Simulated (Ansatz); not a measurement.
A generator proposed this cell of CdH6.

```
CELL_PARAMETERS angstrom
4.14256 0.00000 0.00000
0.00000 4.14256 0.00000
0.00000 0.00000 4.14256
ATOMIC_POSITIONS crystal
Cd 0.00000 0.00000 0.00000
H 0.79856 0.50000 0.50000
H 0.20144 0.50000 0.50000
H 0.50000 0.50000 0.79856
H 0.50000 0.50000 0.20144
H 0.50000 0.20144 0.50000
H 0.50000 0.79856 0.50000
```

The calculation used Ansatz 0.2.0, DFT PBE, scalar-relativistic, plane waves, PAW. Cutoff 420 eV; k points 4×4×4 on the computed 7-atom cell (Γ-centred); Gaussian smearing, width 0.10 eV; no spin polarisation.

Energies over the elements count from the elements' standard structures at the same level (H₂ as a molecule), with no fitted energy shifts.

**Question.** What does a single point on this coarse mesh give?

**Answer.** The pressure is -11.5 GPa (it wants to contract), the largest force is 1.23 eV/Å, and the energy is +1.19 eV/atom against the elements. The shortest distance is 1.67 Å.

**Question.** Is it a good guess?

**Answer.** A poor one: relaxing gains about 1.1 eV/atom in 29 ionic steps and ends at +0.099 eV/atom on the finer mesh. The symmetry stays Pm-3m (No. 221). The volume per atom grows by 198.1 %, from 10.2 to 30.3 Å³. The shortest distance goes from 1.67 Å (H–H) to 0.75 Å (H–H). The end holds H–H pairs as short as in free H₂ molecules (shortest 0.75 Å). Conventional cell: a = 5.962 Å. Cd has 24 H at 4.23 Å (long against the sum of covalent radii); around H lie 1 H at 0.75 Å, 4 H at 3.69 Å, 4 Cd at 4.23 Å and 8 H at 4.25 Å.

The last run used a 4×4×4 mesh for its 7-atom cell and Gaussian smearing of 0.02 eV. Weakly bound directions are ill-defined at this level, which has no dispersion term. Cd atoms have no neighbour within bonding distance, so such a cell has in effect fallen apart. With hydrogen, zero-point motion can shift formation energies by some tens of meV/atom. The relaxation can't lower the symmetry of the start, and the grade says only how near the guess is to its own end. A later test with randomly moved atoms ended 4 meV/atom lower, in P1 at a loose tolerance, which is no clear verdict on its stability.
